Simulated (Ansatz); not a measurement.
# AlP: the cost of one run

Program: Ansatz 0.2.0. Level of theory: DFT PBE, scalar-relativistic, plane waves, PAW. These are calculated values, not measurements.

The COD entry's cell or inner coordinates are ideal or old and differ from later refinements, so a difference from it is no clean test against experiment.

1 further run of the same task is left out (set aside as unsound or not needed).

### Step 1. The starting structure

It takes space group F-43m (No. 216, cubic). The conventional cell has a = 5.507 Å, b = 5.507 Å, c = 5.507 Å, α = 90.00°, β = 90.00°, γ = 90.00°. Al (site symmetry -43m) has 4 P at 2.38 Å as nearest neighbours. P (site symmetry -43m) has 4 Al at 2.38 Å as nearest neighbours.

Structure file:

```xyz
2
Lattice="0.0000 2.7534 2.7534 2.7534 0.0000 2.7534 2.7534 2.7534 0.0000" Properties=species:S:1:pos:R:3 pbc="T T T"
Al    0.0000    0.0000    0.0000
P     1.3767    1.3767    1.3767
```

It is the result of an earlier relaxation at this level (volume 20.87 Å³/atom; gap on the mesh: 1.63 eV).

Bulk energy on matching settings, from an earlier run: -647.2216 eV/atom.

### Step 2. Cutting the (110) slab

Miller indices refer to the conventional cell of the relaxed bulk, F-43m (No. 216): a = 5.507 Å, b = 5.507 Å, c = 5.507 Å, α = 90.00°, β = 90.00°, γ = 90.00°.

Cut from the relaxed bulk: a (110) slab, 11.7 Å thick as cut, with 15 Å of vacuum; its outer planes are AlP (top) and AlP (bottom).

The slab as cut. Layers, bottom to top:

```csv
plane,atoms per cell,height over the lowest (Å)
1,AlP,0.00
2,AlP,1.95
3,AlP,3.89
4,AlP,5.84
5,AlP,7.79
6,AlP,9.73
7,AlP,11.68
```

### Step 3. Single point on the unrelaxed (110) slab

The cell repeats along c, and a dipole correction in the vacuum removes the field between the copies.

The input, input.yaml:

```yaml
crystal:
  lattice:
    - [3.8938964361, 0.0, 0.0]
    - [0.0, 5.5068011504, 0.0]
    - [0.0, 0.0, 26.6816893082]
  atoms:
    - { symbol: Al, position: [0.5, 0.5, 0.2810916473] }
    - { symbol: P, position: [0.0, 0.75, 0.2810916473] }
    - { symbol: Al, position: [0.0, 0.0, 0.3540610982] }
    - { symbol: P, position: [0.5, 0.25, 0.3540610982] }
    - { symbol: Al, position: [0.5, 0.5, 0.4270305491] }
    - { symbol: P, position: [0.0, 0.75, 0.4270305491] }
    - { symbol: Al, position: [0.0, 0.0, 0.5] }
    - { symbol: P, position: [0.5, 0.25, 0.5] }
    - { symbol: Al, position: [0.5, 0.5, 0.5729694509] }
    - { symbol: P, position: [0.0, 0.75, 0.5729694509] }
    - { symbol: Al, position: [0.0, 0.0, 0.6459389018] }
    - { symbol: P, position: [0.5, 0.25, 0.6459389018] }
    - { symbol: Al, position: [0.5, 0.5, 0.7189083527] }
    - { symbol: P, position: [0.0, 0.75, 0.7189083527] }
basis:
  ecutwfc: 420
kpoints:
  mp_grid: { grid: [7, 5, 1] }
hamiltonian:
  xc: pbe
scf:
  occupations: { method: gaussian, width: 0.05 }
output:
  forces: true
  stress: true
  eigenvalues: true
  write_density: true
  write_potential: true
  elf: true
  volumetric_format: npy
efield:
  axis: 3
  dipole_correction: true
```

Command:

```sh
$ ansatz run input.yaml --threads 1 --pin off --max-ram 2560MiB --backend cpu --events-out ev --progress --plain --runs-dir out
```

Q: Estimate wall time and peak memory on 1 thread of Arm Neoverse V2, shared host.

About 50 s, with a peak of 0.64 GiB.
